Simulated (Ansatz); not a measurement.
# Structure types of BN compared at 0.002 GPa

Structure types of BN are relaxed in primitive cells with their symmetry kept at 0.002 GPa, on PAW files; LAPW relaxes the small cells further and takes the PAW cell for the others (marked *). The enthalpy is E + pV at zero temperature, without zero-point motion. Only the types listed were tried, and differences under about 5 meV/atom are mesh noise. The real phase may be another.

All numbers are PBE results (scalar-relativistic) from Ansatz 0.2.0, with Fermi–Dirac smearing of 0.05 eV, no spin polarisation. Methods: LAPW: all electrons, basis error target 0.5 meV/atom; PAW: frozen-core files, cutoff 420 eV.

k meshes: rocksalt 15×15×15, CsCl 14×14×14, zincblende 15×15×15, wurtzite 12×12×7, NiAs 12×12×7.

Problem. Which type is lowest in enthalpy, and by how much?

Solution. zincblende, 17 meV/atom below wurtzite. The whole table:

```tsv
start type	ends as	a, b, c (Å)	V (Å³/atom)	H − H(lowest), LAPW (meV/atom)	same, PAW
rocksalt	rocksalt, Fm-3m	3.504, 3.504, 3.504	5.38	1754.6	1752.4
CsCl	CsCl, Pm-3m	2.320, 2.320, 2.320	6.25	3723.8	3721.6
zincblende	zincblende, F-43m	3.625, 3.625, 3.625	5.95	0.0	0.0
wurtzite*	wurtzite, P6_3mc	2.555, 2.555, 4.225	5.97	17.4	17.2
NiAs*	NiAs, P6_3/mmc	2.500, 2.500, 4.022	5.44	1765.9	1765.0
```
